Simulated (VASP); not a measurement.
# ZnS (Wurtzite-6H) (P6_3mc) in VASP: notebook, part 2 of 2

VASP 6.6.1. Earlier steps stand in the parts before.

## Step 3: Single point, PBE

This run uses another cell than the first one, of 19.21 Å³/atom, 0.961 times its volume.

INCAR

```
PREC = Accurate ; ENCUT = 520
EDIFF = 1E-6 ; ISMEAR = -1
SIGMA = 0.05 ; LREAL = False
LASPH = True ; NELM = 60
ALGO = Normal ; ISIF = 2
LWAVE = False ; LCHARG = False
GGA = PE ; NBANDS = 66
```

KPOINTS

```
Automatic mesh
0
Gamma
  8 8 2
```

POSCAR

```
ZnS
1.0
    3.7864153365      0.0000000000      0.0000000000
   -1.8932076683      3.2791318707      0.0000000000
    0.0000000000      0.0000000000     18.5645500459
Zn S
6 6
Direct
    0.3333333333      0.6666666667      0.8333300000
    0.6666666667      0.3333333333      0.3333300000
    0.6666666667      0.3333333333      0.6666700000
    0.3333333333      0.6666666667      0.1666700000
    0.0000000000      0.0000000000      0.5000000000
    0.0000000000      0.0000000000      0.0000000000
    0.3333333333      0.6666666667      0.9583300000
    0.6666666667      0.3333333333      0.4583300000
    0.6666666667      0.3333333333      0.7916700000
    0.3333333333      0.6666666667      0.2916700000
    0.0000000000      0.0000000000      0.6250000000
    0.0000000000      0.0000000000      0.1250000000
```

Potentials or basis: VASP PAW PBE potentials, release 64 (Zn, S).

On the command line:

```bash
$ cat potpaw_PBE.64/Zn/POTCAR potpaw_PBE.64/S/POTCAR > POTCAR
$ mpirun -np 1 vasp_std > vasp.out
```

OUTCAR:

```text
PREC = Accurate
   ENCUT = 520
   EDIFF = 1E-6
   ISMEAR = -1
   LREAL = False
   LASPH = True
   NELM = 60
   ISIF = 2
   GGA = PE

 ion  position               nearest neighbor table
   1  0.333  0.667  0.833-   9 2.32   9 2.32   9 2.32   7 2.32
   2  0.667  0.333  0.333-  10 2.32  10 2.32  10 2.32   8 2.32
   3  0.667  0.333  0.667-  11 2.32  11 2.32  11 2.32   9 2.32
   4  0.333  0.667  0.167-  12 2.32  12 2.32  12 2.32  10 2.32
   5  0.000  0.000  0.500-   8 2.32   8 2.32   8 2.32  11 2.32
   6  0.000  0.000  0.000-   7 2.32   7 2.32   7 2.32  12 2.32
   7  0.333  0.667  0.958-   6 2.32   6 2.32   6 2.32   1 2.32
   8  0.667  0.333  0.458-   5 2.32   5 2.32   5 2.32   2 2.32
   9  0.667  0.333  0.792-   1 2.32   1 2.32   1 2.32   3 2.32
  10  0.333  0.667  0.292-   2 2.32   2 2.32   2 2.32   4 2.32
  11  0.000  0.000  0.625-   3 2.32   3 2.32   3 2.32   5 2.32
  12  0.000  0.000  0.125-   4 2.32   4 2.32   4 2.32   6 2.32

  LATTYP: Found a hexagonal cell.
 ALAT       =     3.7864153365
 C/A-ratio  =     4.9029354669

  Lattice vectors:

 A1 = (   3.7864153365,   0.0000000000,   0.0000000000)
 A2 = (  -1.8932076683,   3.2791318707,   0.0000000000)
 A3 = (   0.0000000000,   0.0000000000,  18.5645500459)

Analysis of symmetry for initial positions (statically):
=====================================================================
 Subroutine PRICEL returns:
 Original cell was already a primitive cell.

 Routine SETGRP: Setting up the symmetry group for a
 hexagonal supercell.

 Subroutine GETGRP returns: Found 12 space group operations
 (whereof  6 operations were pure point group operations)
 out of a pool of 24 trial point group operations.

The static configuration has the point symmetry C_3v.
 The point group associated with its full space group is C_6v.

Analysis of symmetry for dynamics (positions and initial velocities):
=====================================================================
 Subroutine PRICEL returns:
 Original cell was already a primitive cell.

 Routine SETGRP: Setting up the symmetry group for a
 hexagonal supercell.

 Subroutine GETGRP returns: Found 12 space group operations
 (whereof  6 operations were pure point group operations)
 out of a pool of 24 trial point group operations.

The dynamic configuration has the point symmetry C_3v.
 The point group associated with its full space group is C_6v.

 Subroutine INISYM returns: Found 12 space group operations
 (whereof  6 operations are pure point group operations),
 and found     1 'primitive' translations

----------------------------------------------------------------------------------------

                                     Primitive cell

  volume of cell :     230.5003

  direct lattice vectors                    reciprocal lattice vectors
     3.786415337  0.000000000  0.000000000     0.264102036  0.152479382  0.000000000
    -1.893207668  3.279131871  0.000000000     0.000000000  0.304958763  0.000000000
     0.000000000  0.000000000 18.564550046     0.000000000  0.000000000  0.053866105

  length of vectors
     3.786415337  3.786415337 18.564550046     0.304958763  0.304958763  0.053866105

[... 76 lines left out ...]
  0.375000  0.250000  0.500000      6.000000
   k-points           NKPTS =     20   k-points in BZ     NKDIM =     20   number of bands    NBANDS=     66
   number of dos      NEDOS =    301   number of ions     NIONS =     12
   total plane-waves  NPLWV = 109760
   dimension x,y,z NGX =    28 NGY =   28 NGZ =  140
   dimension x,y,z NGXF=    56 NGYF=   56 NGZF=  280
   ions per type =               6   6
   NGX,Y,Z   is equivalent  to a cutoff of  12.29, 12.29, 12.54 a.u.
   NGXF,Y,Z  is equivalent  to a cutoff of  24.59, 24.59, 25.07 a.u.
 SYSTEM =  unknown system
   PREC   = accura    normal or accurate (medium, high low for compatibility)
   ISTART =      0    job   : 0-new  1-cont  2-samecut
   ICHARG =      2    charge: 1-file 2-atom 10-const
   ISPIN  =      1    spin polarized calculation?
   LNONCOLLINEAR =      F non collinear calculations
   LSORBIT =      F    spin-orbit coupling
   LASPH  =      T    aspherical Exc in radial PAW
   ENCUT  =  520.0 eV  38.22 Ry    6.18 a.u.   7.04  7.04 34.52*2*pi/ulx,y,z
   NELM   =     60;   NELMIN=  2; NELMDL= -5     # of ELM steps
   EDIFF  = 0.1E-05   stopping-criterion for ELM
   LREAL  =      F    real-space projection
   EDIFFG = 0.1E-04   stopping-criterion for IOM
   NSW    =      0    number of steps for IOM
   IBRION =     -1    ionic relax: 0-MD 1-quasi-New 2-CG
   NFREE  =      0    steps in history (QN), initial steepest desc. (CG)
   ISIF   =      2    stress and relaxation
   ISYM   =      2    0-nonsym 1-usesym 2-fastsym
   POTIM  = 0.5000    time-step for ionic-motion
   TEBEG  =    0.0;   TEEND  =   0.0 temperature during run
   PSTRESS=    0.0 pullay stress
   NELECT =     108.0000    total number of electrons
   NUPDOWN=      -1.0000    fix difference up-down
   EMIN   =  10.00;   EMAX   =-10.00  energy-range for DOS
   EFERMI =   0.00;   METHOD = LEGACY
   ISMEAR =    -1;   SIGMA  =   0.05  broadening in eV -4-tet -1-fermi 0-gaus
   EFERMI_NEDOS =   21; number of points for ismear=-14 and -15
   IALGO  =     38    algorithm
   IMIX   =      4    mixing-type and parameters
     AMIX     =   0.40;   BMIX     =  1.00
     AMIX_MAG =   1.60;   BMIX_MAG =  1.00
  volume/ion in A,a.u.               =      19.21       129.62
  Fermi-wavevector in a.u.,A,eV,Ry     =   1.271527  2.402837 21.997637  1.616781
  Thomas-Fermi vector in A             =   2.404455
   LORBIT       =      0    0 simple, 1 ext, 2 COOP (PROOUT), +10 PAW based schemes
   GGA     = PE    functional components
   LHFCALC =     F    Hartree Fock is set to
   AEXX    =    0.0000 exact exchange contribution
   IVDW    =     0    specifies the selected vdW correction
   LEPSILON=     F    determine dielectric tensor
   LRPA    =     F    only Hartree local field effects (RPA)
 non-spin polarized calculation
  energy-cutoff  :      520.00
  volume of cell :      230.50
 maximum number of plane-waves:      6239
   NGX = 15   NGY = 15   NGZ = 69

 number of electron     107.9999985 magnetization

 Free energy of the ion-electron system (eV)
  ---------------------------------------------------
  ext. energy  EPLUGINS =         0.00000000
  ---------------------------------------------------
  free energy    TOTEN  =       -40.96030922 eV

  energy without entropy =      -40.96030922  energy(sigma->0) =      -40.96030922

 E-fermi :   3.4329     XC(G=0):  -9.7540

 val. band max:        2.3638108489   @ k =   0.0000   0.0000   0.0000
 cond. band min:       4.6221260364   @ k =   0.0000   0.0000   0.0000
 fundamental gap:      2.2583151875
 Fermi energy:         3.4328831807

 k-point     1 :       0.0000    0.0000    0.0000
  band No.  band energies     occupation
      1     -10.9738      2.00000
      2     -10.7648      2.00000
      3     -10.7565      2.00000
      4     -10.2803      2.00000
      5     -10.2719      2.00000
      6      -9.9945      2.00000
[... 1369 lines left out ...]
     65       9.0124      0.00000
     66       9.0124      0.00000

------------------------ aborting loop because EDIFF is reached ----------------------------------------

  FORCE on cell =-STRESS in cart. coord.  units (eV):
  Direction    XX          YY          ZZ          XY          YZ          ZX
  --------------------------------------------------------------------------------------
  -------------------------------------------------------------------------------------
  Total        5.6090187      5.6090187      5.7053359     -0.0000000      0.0000000     -0.0000000
  in kB       38.9875468     38.9875468     39.6570350     -0.0000000      0.0000000     -0.0000000
  external PRESSURE =      39.2107095 kB  Pullay stress =       0.0000000 kB

 VOLUME and BASIS-vectors are now :
 -----------------------------------------------------------------------------
  energy-cutoff  :      520.00
  volume of cell :      230.50
      direct lattice vectors                 reciprocal lattice vectors
     3.786415337  0.000000000  0.000000000     0.264102036  0.152479382  0.000000000
    -1.893207668  3.279131871  0.000000000     0.000000000  0.304958763  0.000000000
     0.000000000  0.000000000 18.564550046     0.000000000  0.000000000  0.053866105

 POSITION                                       TOTAL-FORCE (eV/Angst)
 -----------------------------------------------------------------------------------
     -0.00000      2.18609     15.47040         0.000000     -0.000000      0.001910
      1.89321      1.09304      6.18812        -0.000000     -0.000000      0.001910
      1.89321      1.09304     12.37643        -0.000000      0.000000      0.018511
     -0.00000      2.18609      3.09415         0.000000     -0.000000      0.018511
      0.00000      0.00000      9.28228         0.000000     -0.000000     -0.003652
      0.00000      0.00000      0.00000        -0.000000      0.000000     -0.003652
     -0.00000      2.18609     17.79097        -0.000000     -0.000000     -0.033062
      1.89321      1.09304      8.50869         0.000000     -0.000000     -0.033062
      1.89321      1.09304     14.69700         0.000000     -0.000000     -0.007915
     -0.00000      2.18609      5.41472        -0.000000     -0.000000     -0.007915
      0.00000      0.00000     11.60284        -0.000000     -0.000000      0.024209
      0.00000      0.00000      2.32057         0.000000      0.000000      0.024209
 -----------------------------------------------------------------------------------
    total drift:                               -0.000003     -0.000004     -0.000566

  FREE ENERGIE OF THE ION-ELECTRON SYSTEM (eV)
  ---------------------------------------------------
  free  energy   TOTEN  =       -40.9603092185 eV

  energy  without entropy=      -40.9603092185  energy(sigma->0) =      -40.96030922
```

It took 7.4 min on 1 thread of Intel Xeon Platinum 8259CL at 2.50GHz (Skylake/Cascade Lake), shared host; peak memory 0.45 GiB.

Results:

- Free energy: -40.9603 eV
- Pressure: 3.9 GPa
- Largest force: 0.033 eV/Å
- Band gap on the k mesh: 2.26 eV, direct

Forces in eV/Å, atoms in the order of the input:
```
Zn   0.000  0.000  0.002
Zn   0.000  0.000  0.002
Zn   0.000  0.000  0.019
Zn   0.000  0.000  0.019
Zn   0.000  0.000 -0.004
Zn   0.000  0.000 -0.004
S    0.000  0.000 -0.033
S    0.000  0.000 -0.033
S    0.000  0.000 -0.008
S    0.000  0.000 -0.008
S    0.000  0.000  0.024
S    0.000  0.000  0.024
```

## Step 4: Single point, PBE+D4

This run uses another cell than the first one, of 19.45 Å³/atom, 0.973 times its volume.

INCAR

```
SYSTEM = ZnS
ALGO = Normal
EDIFF = 1E-6
ENCUT = 520
GGA = PE
ISIF = 2
ISMEAR = -1
IVDW = 13
LASPH = .True.
LCHARG = .False.
LREAL = .False.
LWAVE = .False.
NBANDS = 66
NELM = 80
PREC = Accurate
SIGMA = 0.05
```

KPOINTS

```
k-points
0
Gamma
  8 8 2
  0 0 0
```

POSCAR

```
ZnS
1.0
    3.8004192448      0.0000000000      0.0000000000
   -1.9002096224      3.2912596110      0.0000000000
    0.0000000000      0.0000000000     18.6552700446
Zn S
6 6
Direct
    0.3333333333      0.6666666667      0.8332777006
    0.6666666667      0.3333333333      0.3332777006
    0.6666666667      0.3333333333      0.6668573032
    0.3333333333      0.6666666667      0.1668573032
    0.0000000000      0.0000000000      0.5000421786
    0.0000000000      0.0000000000      0.0000421786
    0.3333333333      0.6666666667      0.9580921297
    0.6666666667      0.3333333333      0.4580921297
    0.6666666667      0.3333333333      0.7916341109
    0.3333333333      0.6666666667      0.2916341109
    0.0000000000      0.0000000000      0.6250965770
    0.0000000000      0.0000000000      0.1250965770
```

On the command line:

```bash
$ cat potpaw_PBE.64/Zn/POTCAR potpaw_PBE.64/S/POTCAR > POTCAR
$ mpirun -np 1 vasp_std > vasp.out
```

It took 6.3 min on 1 thread of Intel Xeon Platinum 8259CL at 2.50GHz (Skylake/Cascade Lake), shared host; peak memory 0.45 GiB.

The run converged. Its results:

- Free energy: -44.7483 eV
- Pressure: 0.2 GPa
- Largest force: 0.003 eV/Å
- Band gap on the k mesh: 2.20 eV, direct
- Dispersion energy per atom: -0.311 eV

Forces on the atoms (eV/Å):
```
Zn   0.000  0.000 -0.003
Zn   0.000  0.000 -0.003
Zn   0.000  0.000  0.001
Zn   0.000  0.000  0.001
Zn   0.000  0.000 -0.003
Zn   0.000  0.000 -0.003
S    0.000  0.000  0.001
S    0.000  0.000  0.001
S    0.000  0.000  0.002
S    0.000  0.000  0.002
S    0.000  0.000  0.003
S    0.000  0.000  0.003
```

Levels at points of the mesh, in eV from the valence-band top:
```
           k point  band 50  band 51  band 52  band 53  band 54  band 55  band 56  band 57  band 58  band 59
(0.00, 0.00, 0.00)    -0.24    -0.24    -0.03     0.00     0.00     2.20     3.24     3.29     3.37     3.41
(0.50, 0.00, 0.00)    -1.52    -1.28    -1.28    -1.12    -0.89     3.44     3.57     3.60     3.87     4.03
(0.00, 0.00, 0.50)    -0.48    -0.07    -0.07    -0.07    -0.07     2.68     2.68     3.30     3.30     3.57
(0.50, 0.00, 0.50)    -1.63    -1.24    -1.24    -1.00    -1.00     3.36     3.36     3.85     3.85     4.14
```

## Step 5: Single point, PBE

Changes to INCAR since step 4:

```diff
@@ -2,3 +2,3 @@
 ALGO = Normal
-EDIFF = 1E-6
+EDIFF = 1E-7
 ENCUT = 520
@@ -7,3 +7,2 @@
 ISMEAR = -1
-IVDW = 13
 LASPH = .True.
```

KPOINTS is that of step 4.

POSCAR

```
ZnS
1.0
    3.8372457688      0.0000000000      0.0000000000
   -1.9186228844      3.3231523164      0.0000000000
    0.0000000000      0.0000000000     18.8137683755
Zn S
6 6
Direct
    0.3333333333      0.6666666667      0.8333300000
    0.6666666667      0.3333333333      0.3333300000
    0.6666666667      0.3333333333      0.6666700000
    0.3333333333      0.6666666667      0.1666700000
    0.0000000000      0.0000000000      0.5000000000
    0.0000000000      0.0000000000      0.0000000000
    0.3333333333      0.6666666667      0.9583300000
    0.6666666667      0.3333333333      0.4583300000
    0.6666666667      0.3333333333      0.7916700000
    0.3333333333      0.6666666667      0.2916700000
    0.0000000000      0.0000000000      0.6250000000
    0.0000000000      0.0000000000      0.1250000000
```

On the command line:

```bash
$ cat potpaw_PBE.64/Zn/POTCAR potpaw_PBE.64/S/POTCAR > POTCAR
$ mpirun -np 1 vasp_std > vasp.out
```

Run time: 6.2 min. Hardware: 1 thread of Intel Xeon Platinum 8559C (Emerald Rapids), shared host; peak memory 0.47 GiB.

It converged, with:

* Free energy: -41.0978 eV
* Pressure: 0.8 GPa
* Largest force: 0.027 eV/Å
* Band gap on the k mesh: 2.08 eV, direct

Forces in eV/Å, atoms in the order of the input:
```
Zn   0.000  0.000 -0.001
Zn   0.000  0.000 -0.001
Zn   0.000  0.000  0.012
Zn   0.000  0.000  0.012
Zn   0.000  0.000 -0.004
Zn   0.000  0.000 -0.004
S    0.000  0.000 -0.027
S    0.000  0.000 -0.027
S    0.000  0.000 -0.005
S    0.000  0.000 -0.005
S    0.000  0.000  0.024
S    0.000  0.000  0.024
```

Levels at points of the mesh, in eV from the valence-band top:
| k point | band 50 | band 51 | band 52 | band 53 | band 54 | band 55 | band 56 | band 57 | band 58 | band 59 |
| --- | --- | --- | --- | --- | --- | --- | --- | --- | --- | --- |
| (0.00, 0.00, 0.00) | -0.23 | -0.23 | -0.02 | 0.00 | 0.00 | 2.08 | 3.15 | 3.21 | 3.29 | 3.30 |
| (0.50, 0.00, 0.00) | -1.45 | -1.23 | -1.22 | -1.06 | -0.85 | 3.42 | 3.58 | 3.62 | 3.87 | 4.05 |
| (0.00, 0.00, 0.50) | -0.46 | -0.07 | -0.07 | -0.07 | -0.07 | 2.56 | 2.56 | 3.24 | 3.24 | 3.48 |
| (0.50, 0.00, 0.50) | -1.56 | -1.18 | -1.18 | -0.96 | -0.96 | 3.37 | 3.37 | 3.86 | 3.86 | 4.14 |

## Step 6: Overview

| level | cell | gap on the mesh (eV) | pressure (GPa) | largest force (eV/Å) |
| --- | --- | --- | --- | --- |
| r2SCAN+rVV10 | a = 3.837, b = 3.837, c = 18.814 Å, angles 90.0, 90.0, 120.0°, 12 atoms | 2.59 | -2.4 | 0.03 |
| PBE | a = 3.786, b = 3.786, c = 18.565 Å, angles 90.0, 90.0, 120.0°, 12 atoms | 2.26 | 3.9 | 0.03 |
| PBE+D4 | a = 3.800, b = 3.800, c = 18.655 Å, angles 90.0, 90.0, 120.0°, 12 atoms | 2.20 | 0.2 | - |
| PBE | a = 3.837, b = 3.837, c = 18.814 Å, angles 90.0, 90.0, 120.0°, 12 atoms | 2.08 | 0.8 | 0.03 |

Alike in all rows: task single point; potentials or basis VASP PAW PBE potentials, release 64 (Zn, S); no spin polarisation; k mesh 8 × 8 × 2; cutoff (eV) 520; smearing fermi-dirac 0.05 eV.

Caveats: the PAW data sets were made with another functional, which shifts forces and pressure a little (some runs).

Absolute energies hang on the potentials; compare differences alone.

## Step 7: Against experiment

Step 2. A measured gap of ZnS is 3.911 eV (direct; 4 K; a printed reference work, monograph); the calculated 2.59 eV misses it by -1.32 eV. The value is that of r2SCAN+rVV10 on a finite k mesh, which can miss the band edges, without temperature or zero-point motion.

Step 4. Against the measured gap of ZnS, 3.911 eV (direct; 4 K; a printed reference work, monograph), the calculated 2.20 eV is off by -1.71 eV. The value is that of PBE+D4 on a finite k mesh, which can miss the band edges, without temperature or zero-point motion. Semilocal functionals fall short of measured gaps as a rule.

Step 5. Measured gap of ZnS: 3.911 eV (direct; 4 K; a printed reference work, monograph). This calculation gives 2.08 eV (-1.83 eV). The value is that of PBE on a finite k mesh, which can miss the band edges, without temperature or zero-point motion. Semilocal functionals fall short of measured gaps as a rule.
